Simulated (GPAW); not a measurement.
Pd:

```
CELL_PARAMETERS angstrom
0.00000 1.94650 1.94650
1.94650 0.00000 1.94650
1.94650 1.94650 0.00000
ATOMIC_POSITIONS crystal
Pd 0.00000 0.00000 0.00000
```

Base run:

| Property | Result |
| --- | --- |
| Program | GPAW 26.7.0 |
| Functional | LDA |
| Potentials or basis | JTH PAW 2.0, LDA |
| Cutoff | 600 eV |
| Basis | pw |
| k mesh | 9 × 9 × 9 |
| Occupations | fermi-dirac, width 0.05 eV |
| Spin | no spin polarisation |

Its results: pressure -9.3 GPa.

Problem. The run is repeated on the same cell with these changes: potentials or basis from JTH PAW 2.0, LDA to PAW data sets generated in the run's folder for this functional; valence electrons from 18 to 16. What comes out?

Solution. Pressure -8.6 GPa.

Caveats: the program truncates these outside data sets (some runs).
